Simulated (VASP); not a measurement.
# SrTiO3 (Tausonite) (Pm-3m) in VASP: notebook

Runs on SrTiO3 (Tausonite). Level: r2SCAN. Tasks: relaxation of cell and atoms, relaxation of the atoms.

All numbers are computed with VASP 6.6.1; they aren't measurements. Logs are shortened: lines on timing, memory, paths and dates and some standing lists are left out, and cuts for length are marked.

**1. The crystal as given**

It takes space group Pm-3m (No. 221, cubic). The conventional cell has a = 3.912 Å, b = 3.912 Å, c = 3.912 Å, α = 90.00°, β = 90.00°, γ = 90.00°. Around Sr (site symmetry m-3m) lie 12 O at 2.77 Å. Ti (site symmetry m-3m) is surrounded by 6 O at 1.96 Å. O (site symmetry 4/mmm) is surrounded by 2 Ti at 1.96 Å.

**2. Relaxation of cell and atoms, r2SCAN**

The input, INCAR:

```
  PREC = Accurate
  ENCUT = 600
  EDIFF = 1E-7
  ISMEAR = 0
  SIGMA = 0.03
  LREAL = False
  LASPH = True
  NELM = 80
  ALGO = Normal
  ISIF = 3
  LWAVE = False
  LCHARG = False
  METAGGA = R2SCAN
  LMIXTAU = True
  IBRION = 2
  NSW = 90
  EDIFFG = -0.005
```

The input, KPOINTS:

```
regular mesh
0
Gamma
  8 8 8
```

The input, POSCAR:

```
SrTiO3                                  
1.0
    3.9121963107     -0.0000000000      0.0000000000
   -0.0000000000      3.9121963107      0.0000000000
   -0.0000000000     -0.0000000000      3.9121963107
  Sr              Ti              O             
     1     1     3
Direct
     0.5000000000000000    0.5000000000000000    0.5000000000000000
     0.0000000000000000    0.0000000000000000    0.0000000000000000
     0.5000000000000000    0.0000000000000000    0.0000000000000000
     0.0000000000000000    0.5000000000000000    0.0000000000000000
     0.0000000000000000    0.0000000000000000    0.5000000000000000
```

Potentials or basis: VASP PAW PBE potentials, release 64 (Sr_sv, Ti_sv, O).

Launch:

```
$ cat potpaw_PBE.64/Sr_sv/POTCAR potpaw_PBE.64/Ti_sv/POTCAR potpaw_PBE.64/O/POTCAR > POTCAR
$ mpirun -np 1 vasp_std > vasp.out
```

OUTCAR:

```text
PREC = Accurate
   ENCUT = 600
   EDIFF = 1E-7
   ISMEAR = 0
   LREAL = False
   LASPH = True
   NELM = 80
   ISIF = 3
   METAGGA = R2SCAN
   IBRION = 2
   NSW = 90
   EDIFFG = -0.005

 ion  position               nearest neighbor table
   1  0.500  0.500  0.500-   3 2.77   4 2.77   5 2.77   3 2.77   4 2.77   3 2.77   5 2.77   3 2.77
                             4 2.77   5 2.77   4 2.77   5 2.77   2 3.39   2 3.39   2 3.39   2 3.39
   2  0.000  0.000  0.000-   3 1.96   4 1.96   5 1.96   5 1.96   4 1.96   3 1.96   1 3.39   1 3.39
                             1 3.39   1 3.39   1 3.39   1 3.39   1 3.39   1 3.39
   3  0.500  0.000  0.000-   2 1.96   2 1.96   1 2.77   1 2.77   1 2.77   1 2.77
   4  0.000  0.500  0.000-   2 1.96   2 1.96   1 2.77   1 2.77   1 2.77   1 2.77
   5  0.000  0.000  0.500-   2 1.96   2 1.96   1 2.77   1 2.77   1 2.77   1 2.77

  LATTYP: Found a simple cubic cell.
 ALAT       =     3.9121963107

  Lattice vectors:

 A1 = (   3.9121963107,   0.0000000000,   0.0000000000)
 A2 = (   0.0000000000,   3.9121963107,   0.0000000000)
 A3 = (   0.0000000000,   0.0000000000,   3.9121963107)

Analysis of symmetry for initial positions (statically):
=====================================================================
 Subroutine PRICEL returns:
 Original cell was already a primitive cell.

 Routine SETGRP: Setting up the symmetry group for a
 simple cubic supercell.

 Subroutine GETGRP returns: Found 48 space group operations
 (whereof 48 operations were pure point group operations)
 out of a pool of 48 trial point group operations.

The static configuration has the point symmetry O_h .

Analysis of symmetry for dynamics (positions and initial velocities):
=====================================================================
 Subroutine PRICEL returns:
 Original cell was already a primitive cell.

 Routine SETGRP: Setting up the symmetry group for a
 simple cubic supercell.

 Subroutine GETGRP returns: Found 48 space group operations
 (whereof 48 operations were pure point group operations)
 out of a pool of 48 trial point group operations.

The dynamic configuration has the point symmetry O_h .

 Subroutine INISYM returns: Found 48 space group operations
 (whereof 48 operations are pure point group operations),
 and found     1 'primitive' translations

----------------------------------------------------------------------------------------

                                     Primitive cell

  volume of cell :      59.8773

  direct lattice vectors                    reciprocal lattice vectors
     3.912196311  0.000000000  0.000000000     0.255610895  0.000000000  0.000000000
     0.000000000  3.912196311  0.000000000     0.000000000  0.255610895  0.000000000
     0.000000000  0.000000000  3.912196311     0.000000000  0.000000000  0.255610895

  length of vectors
     3.912196311  3.912196311  3.912196311     0.255610895  0.255610895  0.255610895

  position of ions in fractional coordinates (direct lattice)
     0.500000000  0.500000000  0.500000000
     0.000000000  0.000000000  0.000000000
     0.500000000  0.000000000  0.000000000
     0.000000000  0.500000000  0.000000000
     0.000000000  0.000000000  0.500000000

  ion indices of the primitive-cell ions
   primitive index   ion index
                 1           1
                 2           2
                 3           3
                 4           4
                 5           5

----------------------------------------------------------------------------------------

 KPOINTS: regular mesh

Automatic generation of k-mesh.
 Grid dimensions read from file:
 generate k-points for:    8    8    8

 Generating k-lattice:

  Cartesian coordinates                     Fractional coordinates (reciprocal lattice)
     0.031951362  0.000000000  0.000000000     0.125000000  0.000000000  0.000000000
     0.000000000  0.031951362  0.000000000     0.000000000  0.125000000  0.000000000
     0.000000000  0.000000000  0.031951362     0.000000000  0.000000000  0.125000000

  Length of vectors
     0.031951362  0.031951362  0.031951362

  Shift w.r.t. Gamma in fractional coordinates (k-lattice)
     0.000000000  0.000000000  0.000000000

 Subroutine IBZKPT returns following result:
 ===========================================

 Found     35 irreducible k-points:

 Following reciprocal coordinates:
            Coordinates               Weight
  0.000000  0.000000  0.000000      1.000000
  0.125000  0.000000  0.000000      6.000000
  0.250000  0.000000  0.000000      6.000000
  0.375000  0.000000  0.000000      6.000000
  0.500000  0.000000  0.000000      3.000000
  0.125000  0.125000  0.000000     12.000000
[... 16 lines left out ...]
  0.375000  0.375000  0.125000     24.000000
  0.500000  0.375000  0.125000     24.000000
 [... further k-points ...]
   k-points           NKPTS =     35   k-points in BZ     NKDIM =     35   number of bands    NBANDS=     24
   number of dos      NEDOS =    301   number of ions     NIONS =      5
   total plane-waves  NPLWV =  32768
   dimension x,y,z NGX =    32 NGY =   32 NGZ =   32
   dimension x,y,z NGXF=    64 NGYF=   64 NGZF=   64
   ions per type =               1   1   3
   NGX,Y,Z   is equivalent  to a cutoff of  13.60, 13.60, 13.60 a.u.
   NGXF,Y,Z  is equivalent  to a cutoff of  27.20, 27.20, 27.20 a.u.
 SYSTEM =  unknown system
   PREC   = accura    normal or accurate (medium, high low for compatibility)
   ISTART =      0    job   : 0-new  1-cont  2-samecut
   ICHARG =      2    charge: 1-file 2-atom 10-const
   ISPIN  =      1    spin polarized calculation?
   LNONCOLLINEAR =      F non collinear calculations
   LSORBIT =      F    spin-orbit coupling
   LASPH  =      T    aspherical Exc in radial PAW
   ENCUT  =  600.0 eV  44.10 Ry    6.64 a.u.   7.81  7.81  7.81*2*pi/ulx,y,z
   NELM   =     80;   NELMIN=  2; NELMDL= -5     # of ELM steps
   EDIFF  = 0.1E-06   stopping-criterion for ELM
   LREAL  =      F    real-space projection
   EDIFFG = -.5E-02   stopping-criterion for IOM
   NSW    =     90    number of steps for IOM
   IBRION =      2    ionic relax: 0-MD 1-quasi-New 2-CG
   NFREE  =      1    steps in history (QN), initial steepest desc. (CG)
   ISIF   =      3    stress and relaxation
   ISYM   =      2    0-nonsym 1-usesym 2-fastsym
   POTIM  = 0.5000    time-step for ionic-motion
   TEBEG  =    0.0;   TEEND  =   0.0 temperature during run
   PSTRESS=    0.0 pullay stress
   NELECT =      40.0000    total number of electrons
   NUPDOWN=      -1.0000    fix difference up-down
   EMIN   =  10.00;   EMAX   =-10.00  energy-range for DOS
   EFERMI =   0.00;   METHOD = LEGACY
   ISMEAR =     0;   SIGMA  =   0.03  broadening in eV -4-tet -1-fermi 0-gaus
   EFERMI_NEDOS =   21; number of points for ismear=-14 and -15
   IALGO  =     38    algorithm
   IMIX   =      4    mixing-type and parameters
     AMIX     =   0.40;   BMIX     =  1.00
     AMIX_MAG =   1.60;   BMIX_MAG =  1.00
  volume/ion in A,a.u.               =      11.98        80.81
  Fermi-wavevector in a.u.,A,eV,Ry     =   1.431114  2.704413 27.865914  2.048087
  Thomas-Fermi vector in A             =   2.550886
   LORBIT       =      0    0 simple, 1 ext, 2 COOP (PROOUT), +10 PAW based schemes
   METAGGA = R2SCAN    functional components
   LHFCALC =     F    Hartree Fock is set to
   AEXX    =    0.0000 exact exchange contribution
   IVDW    =     0    specifies the selected vdW correction
   LEPSILON=     F    determine dielectric tensor
   LRPA    =     F    only Hartree local field effects (RPA)
 conjugate gradient relaxation of ions
 non-spin polarized calculation
 Gauss-broadening in eV      SIGMA  =   0.03
  energy-cutoff  :      600.00
  volume of cell :       59.88
 maximum number of plane-waves:      2021
 NGX is ok and might be reduce to    32
   NGX = 15   NGY = 15   NGZ = 15

 number of electron      39.9999977 magnetization

 Free energy of the ion-electron system (eV)
  ---------------------------------------------------
  ext. energy  EPLUGINS =         0.00000000
  ---------------------------------------------------
  free energy    TOTEN  =       -63.33914259 eV

  energy without entropy =      -63.33914259  energy(sigma->0) =      -63.33914259

 E-fermi :   3.9374     XC(G=0): -11.9018

 val. band max:        3.8018525655   @ k =   0.5000   0.5000   0.5000
 cond. band min:       6.0674761370   @ k =   0.0000   0.0000   0.0000
 fundamental gap:      2.2656235715
 Fermi energy:         3.9374344394

 k-point     1 :       0.0000    0.0000    0.0000
  band No.  band energies     occupation
      1     -54.8952      2.00000
      2     -30.0886      2.00000
      3     -30.0886      2.00000
      4     -30.0886      2.00000
      5     -30.0840      2.00000
      6     -14.5962      2.00000
[... 16 lines left out ...]
     23       6.0675      0.00000
     24       8.3599      0.00000

 k-point     2 :       0.1250    0.0000    0.0000
  band No.  band energies     occupation
      1     -54.8949      2.00000
      2     -30.1340      2.00000
      3     -30.0882      2.00000
      4     -30.0882      2.00000
      5     -30.0466      2.00000
      6     -14.5926      2.00000
[... 16 lines left out ...]
     23       6.3998      0.00000
     24       8.3631      0.00000

 k-point     3 :       0.2500    0.0000    0.0000
  band No.  band energies     occupation
      1     -54.8943      2.00000
      2     -30.1831      2.00000
      3     -30.0872      2.00000
      4     -30.0872      2.00000
      5     -30.0167      2.00000
      6     -14.6308      2.00000
[... 16 lines left out ...]
     23       7.0917      0.00000
     24       8.3686      0.00000
[... 514 lines left out ...]
 k-point    23 :       0.3750    0.3750    0.1250
  band No.  band energies     occupation
      1     -54.8921      2.00000
      2     -30.1731      2.00000
      3     -30.1525      2.00000
      4     -30.0957      2.00000
      5     -30.0243      2.00000
      6     -14.1496      2.00000
[... 16 lines left out ...]
     23       8.2005      0.00000
     24       9.8411      0.00000

 k-point    24 :       0.5000    0.3750    0.1250
  band No.  band energies     occupation
      1     -54.8919      2.00000
      2     -30.1753      2.00000
      3     -30.1521      2.00000
      4     -30.0949      2.00000
      5     -30.0311      2.00000
      6     -14.0676      2.00000
[... 16 lines left out ...]
     23       8.3471      0.00000
     24       9.8789      0.00000

 [... further k-points ...]

------------------------ aborting loop because EDIFF is reached ----------------------------------------

  FORCE on cell =-STRESS in cart. coord.  units (eV):
  Direction    XX          YY          ZZ          XY          YZ          ZX
  --------------------------------------------------------------------------------------
  -------------------------------------------------------------------------------------
  Total        0.0024663      0.0024663      0.0024663     -0.0000000      0.0000000     -0.0000000
  in kB        0.0659931      0.0659931      0.0659931     -0.0000000      0.0000000     -0.0000000
  external PRESSURE =       0.0659931 kB  Pullay stress =       0.0000000 kB

 VOLUME and BASIS-vectors are now :
 -----------------------------------------------------------------------------
  energy-cutoff  :      600.00
  volume of cell :       59.88
      direct lattice vectors                 reciprocal lattice vectors
     3.912196311  0.000000000  0.000000000     0.255610895  0.000000000  0.000000000
     0.000000000  3.912196311  0.000000000     0.000000000  0.255610895  0.000000000
     0.000000000  0.000000000  3.912196311     0.000000000  0.000000000  0.255610895

 POSITION                                       TOTAL-FORCE (eV/Angst)
 -----------------------------------------------------------------------------------
      1.95610      1.95610      1.95610         0.000000      0.000000      0.000000
      0.00000      0.00000      0.00000         0.000000      0.000000      0.000000
      1.95610      0.00000      0.00000         0.000000      0.000000      0.000000
      0.00000      1.95610      0.00000         0.000000      0.000000      0.000000
      0.00000      0.00000      1.95610         0.000000      0.000000      0.000000
 -----------------------------------------------------------------------------------
    total drift:                                0.000000      0.000000     -0.000000

  FREE ENERGIE OF THE ION-ELECTRON SYSTEM (eV)
  ---------------------------------------------------
  free  energy   TOTEN  =       -63.3391425903 eV

  energy  without entropy=      -63.3391425903  energy(sigma->0) =      -63.33914259

 reached required accuracy - stopping structural energy minimisation
```

It took 2.6 min on 1 thread of Intel Xeon Platinum 8488C (Sapphire Rapids), shared host; peak memory 0.23 GiB.

What came out:

| Item | Value |
| --- | --- |
| Free energy | -63.3391 eV |
| Pressure after relaxing | 0.0 GPa |
| Band gap on the k mesh | 2.27 eV, indirect (least direct gap 2.65 eV) |

Final structure:
```
Sr Ti O
1.0
     3.91220    0.00000    0.00000
     0.00000    3.91220    0.00000
     0.00000    0.00000    3.91220
Sr Ti O
1 1 3
Direct
  0.50000 0.50000 0.50000
  0.00000 0.00000 0.00000
  0.50000 0.00000 0.00000
  0.00000 0.50000 0.00000
  0.00000 0.00000 0.50000
```

Caveat: the relaxation stopped at its first step, so nothing moved; the PAW data sets were made with another functional, which shifts forces and pressure a little.

**3. Relaxation of the atoms, r2SCAN (a relaxed cell with its volume scaled by 0.94)**

Edit INCAR of step 2 so:

```diff
@@ -9,3 +9,3 @@
   ALGO = Normal
-  ISIF = 3
+  ISIF = 2
   LWAVE = False
@@ -15,3 +15,3 @@
   IBRION = 2
-  NSW = 90
-  EDIFFG = -0.005
+  NSW = 40
+  EDIFFG = -0.01
```

KPOINTS is that of step 2.

Edit POSCAR of step 2 so:

```diff
@@ -2,5 +2,5 @@
 1.0
-    3.9121963107     -0.0000000000      0.0000000000
-   -0.0000000000      3.9121963107      0.0000000000
-   -0.0000000000     -0.0000000000      3.9121963107
+    3.8323331605      0.0000000000      0.0000000000
+    0.0000000000      3.8323331605      0.0000000000
+    0.0000000000      0.0000000000      3.8323331605
   Sr              Ti              O
```

Potentials or basis: VASP PAW PBE potentials, release 64 (Sr_sv, Ti_sv, O).

Launch:

```
$ cat potpaw_PBE.64/Sr_sv/POTCAR potpaw_PBE.64/Ti_sv/POTCAR potpaw_PBE.64/O/POTCAR > POTCAR
$ mpirun -np 1 vasp_std > vasp.out
```

Wall time 3.3 min (1 thread of Intel Xeon Platinum 8488C (Sapphire Rapids), shared host); peak memory 0.23 GiB.

Results (log left out):

```
Free energy             : -63.1884 eV
Pressure after relaxing : 13.4 GPa
Band gap on the k mesh  : 2.40 eV, indirect (least direct gap 2.75 eV)
```

Final structure:
```
Sr Ti O
1.0
     3.83233    0.00000    0.00000
     0.00000    3.83233    0.00000
     0.00000    0.00000    3.83233
Sr Ti O
1 1 3
Direct
  0.50000 0.50000 0.50000
  0.00000 0.00000 0.00000
  0.50000 0.00000 0.00000
  0.00000 0.50000 0.00000
  0.00000 0.00000 0.50000
```

Levels at points of the mesh, in eV from the valence-band top:
```csv
k point,band 17,band 18,band 19,band 20,band 21,band 22,band 23,band 24
"(0.00, 0.00, 0.00)",-1.31,-0.35,-0.35,-0.35,2.40,2.40,2.40,5.03
"(0.50, 0.00, 0.00)",-2.51,-2.19,-0.76,-0.76,2.59,4.50,4.50,5.06
"(0.50, 0.50, 0.00)",-1.74,-1.66,-1.66,-0.10,4.51,4.51,5.02,6.19
"(0.50, 0.50, 0.50)",-3.96,0.00,0.00,0.00,5.28,5.28,5.28,7.87
```

Caveat: the relaxation stopped at its first step, so nothing moved; the PAW data sets were made with another functional, which shifts forces and pressure a little. A k mesh can miss the band edges.
